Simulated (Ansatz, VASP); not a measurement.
Two plane-wave programs on Si

Contents of INCAR:

```
PREC     = Accurate       # precision mode
ENCUT    = 520            # plane-wave cutoff, eV
EDIFF    = 1E-6           # SCF threshold, eV
ISMEAR   = 0              # smearing method
SIGMA    = 0.05           # smearing width, eV
LREAL    = False          # projectors in reciprocal space
LASPH    = True           # aspherical terms in the spheres
NELM     = 100            # most SCF steps
ALGO     = Normal         # electronic algorithm
ISIF     = 2              # what is computed and relaxed
LWAVE    = False          # write WAVECAR
LCHARG   = True           # write CHGCAR
GGA      = CA             # functional
LELF     = True           # ELF
LVHAR    = True         
NBANDS   = 11             # bands
```

Contents of KPOINTS:

```
Automatic mesh
0
Gamma
  10 10 10
```

The input POSCAR:

```
Si
1.0
    0.0203660250      2.7154700000      2.7154700000
    2.7358360250      0.0000000000      2.7358360250
    2.7154700000      2.7154700000      0.0203660250
Si
2
Direct
    0.5000000000      0.5000000000      0.5000000000
    0.7500000000      0.7500000000      0.7500000000
```

Input for Ansatz:

```yaml
crystal:
  lattice:
    - [0.020366025, 2.71547, 2.71547]
    - [2.735836025, 0.0, 2.735836025]
    - [2.71547, 2.71547, 0.020366025]
  atoms:
    - { symbol: Si, position: [0.5, 0.5, 0.5] }
    - { symbol: Si, position: [0.75, 0.75, 0.75] }
basis:
  ecutwfc: 420
kpoints:
  mp_grid: { grid: [10, 10, 10] }
hamiltonian:
  xc: lda
scf:
  occupations: { method: gaussian, width: 0.05 }
output:
  forces: true
  stress: true
  eigenvalues: true
```

Change from the starting cell: strain +0.0150 x Voigt [0, 0, 0, 0, 1, 0], atoms carried along.

Alike in both runs: task single point; functional LDA; k mesh 10 × 10 × 10; occupations gaussian, width 0.05 eV; no spin polarisation.

|  | VASP | Ansatz |
| --- | --- | --- |
| version | VASP 6.6.1 | Ansatz 0.2.0 |
| potentials or method | VASP PAW LDA potentials, release 64 (Si) | scalar-relativistic, plane waves, PAW |
| plane-wave cutoff (eV) | 520 | 420 |
| valence electrons in the cell | 8 | 8 |

```tsv
	VASP	Ansatz	Ansatz less VASP
gap on the k mesh at the Fermi level (eV)	0.45	0.46	+0.002
least direct gap on the mesh (eV)	2.39	2.39	+0.002
pressure (GPa)	-1.4	-1.5	-0.04
largest component of the traceless stress (GPa)	1.52	1.51	-0.012
rms of the force components (eV/Å)	0.080	0.080	-0.0002
```

Atom by atom the forces differ by 0.000 eV/Å (rms over components).
